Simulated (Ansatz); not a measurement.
# WSe2: the cost of one run

Method: DFT PBE, scalar-relativistic, plane waves, PAW, in Ansatz 0.2.0.

2 further runs of the same task are left out: 2 that didn't finish.

### Step 1. The system as given

Symmetry: P-3m1, No. 164, trigonal system. The conventional cell has a = 3.318 Å, b = 3.318 Å, c = 24.069 Å, α = 90.00°, β = 90.00°, γ = 120.00°. Around W (site symmetry 3m) lie 6 Se at 2.54 Å. Se (site symmetry 3m) is surrounded by 3 W at 2.54 Å.

Structure file:

```xyz
54
Lattice="9.9536 0.0000 0.0000 -4.9768 8.6200 0.0000 0.0000 0.0000 24.0685" Properties=species:S:1:pos:R:3 pbc="T T T"
W     1.6589    0.9578    3.4066
W     0.0000    3.8311    3.4066
W    -1.6589    6.7045    3.4066
W     4.9768    0.9578    3.4066
W     3.3179    3.8311    3.4066
W     1.6589    6.7045    3.4066
W     8.2946    0.9578    3.4066
W     6.6357    3.8311    3.4066
W     4.9768    6.7045    3.4066
W     0.0000    1.9156   20.6619
W    -1.6589    4.7889   20.6619
W    -3.3179    7.6623   20.6619
W     3.3179    1.9156   20.6619
W     1.6589    4.7889   20.6619
W     0.0000    7.6623   20.6619
W     6.6357    1.9156   20.6619
W     4.9768    4.7889   20.6619
W     3.3179    7.6623   20.6619
Se    0.0000    1.9156    5.0687
Se   -1.6589    4.7889    5.0687
Se   -3.3179    7.6623    5.0687
Se    3.3179    1.9156    5.0687
Se    1.6589    4.7889    5.0687
Se    0.0000    7.6623    5.0687
Se    6.6357    1.9156    5.0687
Se    4.9768    4.7889    5.0687
Se    3.3179    7.6623    5.0687
Se    1.6589    0.9578   22.3250
Se    0.0000    3.8311   22.3250
Se   -1.6589    6.7045   22.3250
Se    4.9768    0.9578   22.3250
Se    3.3179    3.8311   22.3250
Se    1.6589    6.7045   22.3250
Se    8.2946    0.9578   22.3250
Se    6.6357    3.8311   22.3250
Se    4.9768    6.7045   22.3250
Se    0.0000    1.9156    1.7435
Se   -1.6589    4.7889    1.7435
Se   -3.3179    7.6623    1.7435
Se    3.3179    1.9156    1.7435
Se    1.6589    4.7889    1.7435
Se    0.0000    7.6623    1.7435
Se    6.6357    1.9156    1.7435
Se    4.9768    4.7889    1.7435
Se    3.3179    7.6623    1.7435
Se    1.6589    0.9578   18.9998
Se    0.0000    3.8311   18.9998
Se   -1.6589    6.7045   18.9998
Se    4.9768    0.9578   18.9998
Se    3.3179    3.8311   18.9998
Se    1.6589    6.7045   18.9998
Se    8.2946    0.9578   18.9998
Se    6.6357    3.8311   18.9998
Se    4.9768    6.7045   18.9998
```

The runs take a perfect supercell of 54 atoms; the defect goes to fractional position (0.111, 0.222, 0.211).

### Step 2. The perfect supercell

The input, input.yaml:

```yaml
crystal:
  lattice:
    - [9.95356, 0.0, 0.0]
    - [-4.97678, 8.620036, 0.0]
    - [0.0, 0.0, 24.068519]
  atoms:
    - { symbol: W, position: [0.222222, 0.111111, 0.141538] }
    - { symbol: W, position: [0.222222, 0.444444, 0.141538] }
    - { symbol: W, position: [0.222222, 0.777778, 0.141538] }
    - { symbol: W, position: [0.555556, 0.111111, 0.141538] }
    - { symbol: W, position: [0.555556, 0.444444, 0.141538] }
    - { symbol: W, position: [0.555556, 0.777778, 0.141538] }
    - { symbol: W, position: [0.888889, 0.111111, 0.141538] }
    - { symbol: W, position: [0.888889, 0.444444, 0.141538] }
    - { symbol: W, position: [0.888889, 0.777778, 0.141538] }
    - { symbol: W, position: [0.111111, 0.222222, 0.858462] }
    - { symbol: W, position: [0.111111, 0.555556, 0.858462] }
    - { symbol: W, position: [0.111111, 0.888889, 0.858462] }
    - { symbol: W, position: [0.444444, 0.222222, 0.858462] }
    - { symbol: W, position: [0.444444, 0.555556, 0.858462] }
    - { symbol: W, position: [0.444444, 0.888889, 0.858462] }
    - { symbol: W, position: [0.777778, 0.222222, 0.858462] }
    - { symbol: W, position: [0.777778, 0.555556, 0.858462] }
    - { symbol: W, position: [0.777778, 0.888889, 0.858462] }
    - { symbol: Se, position: [0.111111, 0.222222, 0.210594] }
    - { symbol: Se, position: [0.111111, 0.555556, 0.210594] }
    - { symbol: Se, position: [0.111111, 0.888889, 0.210594] }
    - { symbol: Se, position: [0.444444, 0.222222, 0.210594] }
    - { symbol: Se, position: [0.444444, 0.555556, 0.210594] }
    - { symbol: Se, position: [0.444444, 0.888889, 0.210594] }
    - { symbol: Se, position: [0.777778, 0.222222, 0.210594] }
    - { symbol: Se, position: [0.777778, 0.555556, 0.210594] }
    - { symbol: Se, position: [0.777778, 0.888889, 0.210594] }
    - { symbol: Se, position: [0.222222, 0.111111, 0.927562] }
    - { symbol: Se, position: [0.222222, 0.444444, 0.927562] }
    - { symbol: Se, position: [0.222222, 0.777778, 0.927562] }
    - { symbol: Se, position: [0.555556, 0.111111, 0.927562] }
    - { symbol: Se, position: [0.555556, 0.444444, 0.927562] }
    - { symbol: Se, position: [0.555556, 0.777778, 0.927562] }
    - { symbol: Se, position: [0.888889, 0.111111, 0.927562] }
    - { symbol: Se, position: [0.888889, 0.444444, 0.927562] }
    - { symbol: Se, position: [0.888889, 0.777778, 0.927562] }
    - { symbol: Se, position: [0.111111, 0.222222, 0.072438] }
    - { symbol: Se, position: [0.111111, 0.555556, 0.072438] }
    - { symbol: Se, position: [0.111111, 0.888889, 0.072438] }
    - { symbol: Se, position: [0.444444, 0.222222, 0.072438] }
    - { symbol: Se, position: [0.444444, 0.555556, 0.072438] }
    - { symbol: Se, position: [0.444444, 0.888889, 0.072438] }
    - { symbol: Se, position: [0.777778, 0.222222, 0.072438] }
    - { symbol: Se, position: [0.777778, 0.555556, 0.072438] }
    - { symbol: Se, position: [0.777778, 0.888889, 0.072438] }
    - { symbol: Se, position: [0.222222, 0.111111, 0.789406] }
    - { symbol: Se, position: [0.222222, 0.444444, 0.789406] }
    - { symbol: Se, position: [0.222222, 0.777778, 0.789406] }
    - { symbol: Se, position: [0.555556, 0.111111, 0.789406] }
    - { symbol: Se, position: [0.555556, 0.444444, 0.789406] }
    - { symbol: Se, position: [0.555556, 0.777778, 0.789406] }
    - { symbol: Se, position: [0.888889, 0.111111, 0.789406] }
    - { symbol: Se, position: [0.888889, 0.444444, 0.789406] }
    - { symbol: Se, position: [0.888889, 0.777778, 0.789406] }
basis:
  ecutwfc: 420
  fft_grid_basis: typed
kpoints:
  mp_grid: { grid: [3, 3, 1] }
hamiltonian:
  xc: pbe
  pseudopotentials: { kind: paw }
scf:
  occupations: { method: gaussian, width: 0.05 }
output:
  forces: true
  stress: false
  eigenvalues: true
  bader: false
  write_density: true
  volumetric_format: npy
```

Launch:

```bash
> ansatz run input.yaml --threads 8 --pin off --max-ram 16384MiB --backend cpu --events-out ev --progress --plain --runs-dir out
```

Q: Estimate wall time and peak memory on 8 threads of Arm Neoverse V2, shared host.

About 39 s, with a peak of 12 GiB.
